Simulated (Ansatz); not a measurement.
# TiTe2 (CdI2 type): equation of state

The task here is to estimate one member of a computed series from the others.

Computed with Ansatz 0.2.0 (DFT r²SCAN, scalar-relativistic, plane waves, PAW, unless a step's input says otherwise).

2 further runs of the same task are left out: 1 that didn't finish, 1 set aside as unsound or not needed.

### Starting point

It takes space group P-3m1 (No. 164, trigonal). Conventional cell: a = 3.815 Å, b = 3.815 Å, c = 6.768 Å, α = 90.00°, β = 90.00°, γ = 120.00°. Ti (site symmetry -3m) has 6 Te at 2.77 Å as nearest neighbours. Te (site symmetry 3m) is surrounded by 3 Ti at 2.77 Å.

As a file:

```cif
data_structure
_symmetry_space_group_name_H-M 'P-3m1'
_symmetry_Int_Tables_number 164
_cell_length_a 3.8152
_cell_length_b 3.8152
_cell_length_c 6.7680
_cell_angle_alpha 90.000
_cell_angle_beta 90.000
_cell_angle_gamma 120.000
_cell_volume 85.31
loop_
_atom_site_label
_atom_site_type_symbol
_atom_site_symmetry_multiplicity
_atom_site_Wyckoff_symbol
_atom_site_fract_x
_atom_site_fract_y
_atom_site_fract_z
_atom_site_occupancy
Ti1 Ti 1 a 0.00000 0.00000 0.00000 1
Te1 Te 2 d 0.33333 0.66667 0.24920 1
```

This cell comes from an earlier session at r²SCAN: 28.438 Å³/atom at 0.06 GPa, on a 10×10×6 mesh.

Volume factors to run: 0.980, 1.020, 0.960, 1.040, 1.070.

The first run:

The input, input.yaml:

```yaml
crystal:
  lattice:
    - [3.7895500988, 0.0, 0.0]
    - [-1.8947750494, 3.2818466544, 0.0]
    - [0.0, 0.0, 6.7225651138]
  atoms:
    - { symbol: Ti, position: [0.0, 0.0, 0.0] }
    - { symbol: Te, position: [0.3333333333, 0.6666666667, 0.2492036582] }
    - { symbol: Te, position: [0.6666666667, 0.3333333333, 0.7507963418] }
basis:
  ecutwfc: 500
  ecutrho_ratio: 4
kpoints:
  mp_grid: { grid: [10, 10, 6] }
hamiltonian:
  xc: r2scan
scf:
  occupations: { method: gaussian, width: 0.05 }
output:
  forces: true
  stress: true
  eigenvalues: true
relax:
  f_tol: 0.01
  max_steps: 40
  cell: { stress_tol: 0.1, fix: [volume] }
```

On the command line:

```sh
$ ansatz run input.yaml --threads 4 --pin off --max-ram 7168MiB --backend cpu --events-out ev --progress --plain --runs-dir out
```

Steps of the session up to this table: Volume × 0.980; Scaling the volume by 1.020; Scaling the volume by 0.960; At 1.040 of the relaxed volume; At 1.070 of the relaxed volume.

One of the session's tables, all rows but one given; the rest of the session is left out.

It belongs to the step «Energy and pressure against volume». 

| volume (Å³/atom) | energy (meV/atom) | pressure (GPa) |
| --- | --- | --- |
| 27.300 | 3.88 | 1.06 |
| 27.869 | ? | ? |
| 28.438 | 0.00 | 0.06 |
| 29.006 | 0.29 | -0.12 |
| 29.575 | 1.11 | -0.35 |
| 30.428 | 3.68 | -0.60 |

**Question.** Estimate the row for volume (Å³/atom) = 27.869.

Worked estimate for «energy (meV/atom)». A straight line through the neighbours (27.300, 3.88) and (28.438, 0.00) gives 3.88 + (0.00 − 3.88) × (27.869 − 27.300) / (28.438 − 27.300) = 1.94; a parabola fitted to 3 rows on both sides gives 1.20.

As computed: energy (meV/atom): 1.05; pressure (GPa): 0.51. In «energy (meV/atom)» the line misses by +0.89 and the parabola by +0.15.
